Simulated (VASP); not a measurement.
# SnSe (Fm-3m) in VASP: a series of runs

One crystal, SnSe, is run at these levels: PBE; tasks: electric field gradients.

Everything below comes from runs of VASP 6.6.1. Logs are shortened: lines on timing, memory, paths and dates and some standing lists are left out, and cuts for length are marked.

## (1) The structure

The structure is cubic, space group Fm-3m (No. 225). The conventional cell has a = 6.021 Å, b = 6.021 Å, c = 6.021 Å, α = 90.00°, β = 90.00°, γ = 90.00°. Sn (site symmetry m-3m) is surrounded by 6 Se at 3.01 Å. Se (site symmetry m-3m) is surrounded by 6 Sn at 3.01 Å.

Measurements of this composition are mostly on another form, of space group No. 62.

## (2) Electric field gradients, PBE

INCAR reads:

```
SYSTEM = SnSe
ALGO = Normal
EDIFF = 1E-8
ENCUT = 520
GGA = PE
ISIF = 2
ISMEAR = -1
LASPH = .True.
LCHARG = .False.
LEFG = .True.
LREAL = .False.
LWAVE = .False.
NBANDS = 17
NELM = 100
PREC = Accurate
SIGMA = 0.05
```

KPOINTS reads:

```
k-points
0
Gamma
  11 11 11
  0 0 0
```

POSCAR reads:

```
SnSe
1.0
    0.0000000000      3.0104337128      3.0104337128
    3.0104337128      0.0000000000      3.0104337128
    3.0104337128      3.0104337128      0.0000000000
Sn Se
1 1
Direct
    0.0000000000      0.0000000000      0.0000000000
    0.5000000000      0.5000000000      0.5000000000
```

Potentials or basis: VASP PAW PBE potentials, release 64 (Sn_d, Se).

Run with:

```sh
$ cat potpaw_PBE.64/Sn_d/POTCAR potpaw_PBE.64/Se/POTCAR > POTCAR
$ mpirun -np 1 vasp_std > vasp.out
```

OUTCAR:

```text
SYSTEM = SnSe
   EDIFF = 1E-8
   ENCUT = 520
   GGA = PE
   ISIF = 2
   ISMEAR = -1
   LASPH = .True.
   LREAL = .False.
   NELM = 100
   PREC = Accurate

 ion  position               nearest neighbor table
   1  0.000  0.000  0.000-   2 3.01   2 3.01   2 3.01   2 3.01   2 3.01   2 3.01
   2  0.500  0.500  0.500-   1 3.01   1 3.01   1 3.01   1 3.01   1 3.01   1 3.01

  LATTYP: Found a face centered cubic cell.
 ALAT       =     6.0208674256

  Lattice vectors:

 A1 = (   0.0000000000,   3.0104337128,   3.0104337128)
 A2 = (   3.0104337128,   0.0000000000,   3.0104337128)
 A3 = (   3.0104337128,   3.0104337128,   0.0000000000)

Analysis of symmetry for initial positions (statically):
=====================================================================
 Subroutine PRICEL returns:
 Original cell was already a primitive cell.

 Routine SETGRP: Setting up the symmetry group for a
 face centered cubic supercell.

 Subroutine GETGRP returns: Found 48 space group operations
 (whereof 48 operations were pure point group operations)
 out of a pool of 48 trial point group operations.

The static configuration has the point symmetry O_h .

Analysis of symmetry for dynamics (positions and initial velocities):
=====================================================================
 Subroutine PRICEL returns:
 Original cell was already a primitive cell.

 Routine SETGRP: Setting up the symmetry group for a
 face centered cubic supercell.

 Subroutine GETGRP returns: Found 48 space group operations
 (whereof 48 operations were pure point group operations)
 out of a pool of 48 trial point group operations.

The dynamic configuration has the point symmetry O_h .

 Subroutine INISYM returns: Found 48 space group operations
 (whereof 48 operations are pure point group operations),
 and found     1 'primitive' translations

----------------------------------------------------------------------------------------

                                     Primitive cell

  volume of cell :      54.5654

  direct lattice vectors                    reciprocal lattice vectors
     0.000000000  3.010433713  3.010433713    -0.166089025  0.166089025  0.166089025
[... 124 lines left out ...]

 Free energy of the ion-electron system (eV)
  ---------------------------------------------------
  ext. energy  EPLUGINS =         0.00000000
  ---------------------------------------------------
  free energy    TOTEN  =        -8.21219455 eV

  energy without entropy =       -8.21202048  energy(sigma->0) =       -8.21210752

 E-fermi :   5.7968     XC(G=0):  -9.5947

 val. band max:        5.5439780787   @ k =  -0.3636   0.0909   0.0000
 cond. band min:       6.0513445341   @ k =  -0.3636   0.0909   0.0000
 fundamental gap:      0.5073664554
 Fermi energy:         5.7968242323

 k-point     1 :       0.0000    0.0000    0.0000
  band No.  band energies     occupation
      1     -16.0204      2.00000
      2     -16.0204      2.00000
      3     -16.0204      2.00000
      4     -16.0180      2.00000
      5     -16.0180      2.00000
      6      -8.2747      2.00000
[... 457 lines left out ...]
      4     -16.0150      2.00000
      5     -16.0107      2.00000
      6      -7.7254      2.00000
[... 9 lines left out ...]
     16      14.6039      0.00000
     17      15.0208      0.00000

 [... further k-points ...]

------------------------ aborting loop because EDIFF is reached ----------------------------------------

  FORCE on cell =-STRESS in cart. coord.  units (eV):
  Direction    XX          YY          ZZ          XY          YZ          ZX
  --------------------------------------------------------------------------------------
  -------------------------------------------------------------------------------------
  Total        0.3538104      0.3538104      0.3538104      0.0000000      0.0000000     -0.0000000
  in kB       10.3887657     10.3887657     10.3887657      0.0000000      0.0000000     -0.0000000
  external PRESSURE =      10.3887657 kB  Pullay stress =       0.0000000 kB

 VOLUME and BASIS-vectors are now :
 -----------------------------------------------------------------------------
  energy-cutoff  :      520.00
  volume of cell :       54.57
      direct lattice vectors                 reciprocal lattice vectors
     0.000000000  3.010433713  3.010433713    -0.166089025  0.166089025  0.166089025
     3.010433713  0.000000000  3.010433713     0.166089025 -0.166089025  0.166089025
     3.010433713  3.010433713  0.000000000     0.166089025  0.166089025 -0.166089025

 POSITION                                       TOTAL-FORCE (eV/Angst)
 -----------------------------------------------------------------------------------
      0.00000      0.00000      0.00000        -0.000000     -0.000000      0.000000
      3.01043      3.01043      3.01043         0.000000      0.000000     -0.000000
 -----------------------------------------------------------------------------------
    total drift:                                0.000000     -0.000000     -0.000000

  FREE ENERGIE OF THE ION-ELECTRON SYSTEM (eV)
  ---------------------------------------------------
  free  energy   TOTEN  =        -8.2121945493 eV

  energy  without entropy=       -8.2120204821  energy(sigma->0) =       -8.21210752

 Electric field gradients (V/A^2)
---------------------------------------------------------------------
 ion       V_xx      V_yy      V_zz      V_xy      V_xz      V_yz
---------------------------------------------------------------------
   1       0.000    -0.000    -0.000     0.002     0.002     0.002
   2      -0.000    -0.000    -0.000    -0.000    -0.000    -0.000
---------------------------------------------------------------------

 Electric field gradients after diagonalization (V/A^2)
 (convention: |V_zz| > |V_xx| > |V_yy|)
----------------------------------------------------------------------
 ion       V_xx      V_yy      V_zz     asymmetry (V_yy - V_xx)/ V_zz
----------------------------------------------------------------------
   1      -0.002    -0.002     0.003       0.000
   2       0.000     0.000    -0.000       0.000
----------------------------------------------------------------------

           NMR quadrupolar parameters

 Cq : quadrupolar parameter    Cq=e*Q*V_zz/h
 eta: asymmetry parameters     (V_yy - V_xx)/ V_zz
 Q  : nuclear electric quadrupole moment in mb (millibarn)
----------------------------------------------------------------------
 ion       Cq(MHz)       eta       Q (mb)
----------------------------------------------------------------------
   1       0.000       0.000       1.000
   2      -0.000       0.000       1.000
----------------------------------------------------------------------
```

stdout:

```text
POSCAR found type information on POSCAR SnSe
 POSCAR found :  2 types and       2 ions
 scaLAPACK will be used
 LDA part: xc-table for (Slater+PW92), standard interpolation
 POSCAR, INCAR and KPOINTS ok, starting setup
 FFT: planning ... GRIDC
 FFT: planning ... GRID_SOFT
 FFT: planning ... GRID
 WAVECAR not read
 entering main loop
ion   1

ion   2
```

It took 38 s on 1 thread of Intel Xeon Platinum 8488C (Sapphire Rapids), shared host; peak memory 0.2 GiB.

Results:

```
Free energy : -8.2122 eV
Pressure    : 1.0 GPa
```

Electric field gradients, principal values (V/Å²):
```csv
atom,Vxx,Vyy,Vzz
1 Sn,-0.002,-0.002,0.003
2 Se,0.000,0.000,0.000
```

Caveat: this odd mesh misses L, where the gap lies, so gap, dielectric constants and Born charges aren't listed.

## (3) Electric field gradients, PBE (volume scaled by 1.04)

INCAR reads:

```
SYSTEM = SnSe
  PREC = Accurate
  ENCUT = 520
  EDIFF = 1E-8
  ISMEAR = -1
  SIGMA = 0.05
  LREAL = .False.
  LASPH = .True.
  NELM = 100
  ALGO = Normal
  ISIF = 2
  LWAVE = .False.
  LCHARG = .False.
  GGA = PE
  LEFG = .True.
  NBANDS = 17
```

KPOINTS reads:

```
Automatic mesh
0
Gamma
  11 11 11
  0 0 0
```

POSCAR reads:

```
SnSe
1.0
    0.0000000000      3.0500492257      3.0500492257
    3.0500492257      0.0000000000      3.0500492257
    3.0500492257      3.0500492257      0.0000000000
Sn Se
1 1
Direct
    0.0000000000      0.0000000000      0.0000000000
    0.5000000000      0.5000000000      0.5000000000
```

Potentials or basis: VASP PAW PBE potentials, release 64 (Sn_d, Se).

Run with:

```sh
$ cat potpaw_PBE.64/Sn_d/POTCAR potpaw_PBE.64/Se/POTCAR > POTCAR
$ mpirun -np 1 vasp_std > vasp.out
```

OUTCAR:

```text
SYSTEM = SnSe
   PREC = Accurate
   ENCUT = 520
   EDIFF = 1E-8
   ISMEAR = -1
   LREAL = .False.
   LASPH = .True.
   NELM = 100
   ISIF = 2
   GGA = PE

 ion  position               nearest neighbor table
   1  0.000  0.000  0.000-   2 3.05   2 3.05   2 3.05   2 3.05   2 3.05   2 3.05
   2  0.500  0.500  0.500-   1 3.05   1 3.05   1 3.05   1 3.05   1 3.05   1 3.05

  LATTYP: Found a face centered cubic cell.
 ALAT       =     6.1000984514

  Lattice vectors:

 A1 = (   0.0000000000,   3.0500492257,   3.0500492257)
[... 693 lines left out ...]
  ---------------------------------------------------
  free  energy   TOTEN  =        -8.2132761849 eV

  energy  without entropy=       -8.2131724303  energy(sigma->0) =       -8.21322431

 Electric field gradients (V/A^2)
---------------------------------------------------------------------
 ion       V_xx      V_yy      V_zz      V_xy      V_xz      V_yz
---------------------------------------------------------------------
   1      -0.000    -0.000    -0.000     0.000     0.000     0.000
   2      -0.000    -0.000    -0.000     0.000     0.000     0.000
---------------------------------------------------------------------

 Electric field gradients after diagonalization (V/A^2)
 (convention: |V_zz| > |V_xx| > |V_yy|)
----------------------------------------------------------------------
 ion       V_xx      V_yy      V_zz     asymmetry (V_yy - V_xx)/ V_zz
----------------------------------------------------------------------
   1      -0.000    -0.000     0.000       0.000
   2      -0.000    -0.000     0.000       0.000
----------------------------------------------------------------------

           NMR quadrupolar parameters

 Cq : quadrupolar parameter    Cq=e*Q*V_zz/h
 eta: asymmetry parameters     (V_yy - V_xx)/ V_zz
 Q  : nuclear electric quadrupole moment in mb (millibarn)
----------------------------------------------------------------------
 ion       Cq(MHz)       eta       Q (mb)
----------------------------------------------------------------------
   1       0.000       0.000       1.000
   2       0.000       0.000       1.000
----------------------------------------------------------------------
```

stdout:

```text
POSCAR found type information on POSCAR SnSe
 POSCAR found :  2 types and       2 ions
 scaLAPACK will be used
 LDA part: xc-table for (Slater+PW92), standard interpolation
 POSCAR, INCAR and KPOINTS ok, starting setup
 FFT: planning ... GRIDC
 FFT: planning ... GRID_SOFT
 FFT: planning ... GRID
 WAVECAR not read
 entering main loop
ion   1

ion   2
```

Wall time 37 s (1 thread of Intel Xeon Platinum 8488C (Sapphire Rapids), shared host); peak memory 0.2 GiB.

What came out:

| Property | Result |
| --- | --- |
| Free energy | -8.2133 eV |
| Pressure | -0.9 GPa |

Electric field gradients, principal values (V/Å²):
| atom | Vxx | Vyy | Vzz |
| --- | --- | --- | --- |
| 1 Sn | 0.000 | 0.000 | 0.000 |
| 2 Se | 0.000 | 0.000 | 0.000 |

Caveat: this odd mesh misses L, where the gap lies, so gap, dielectric constants and Born charges aren't listed.
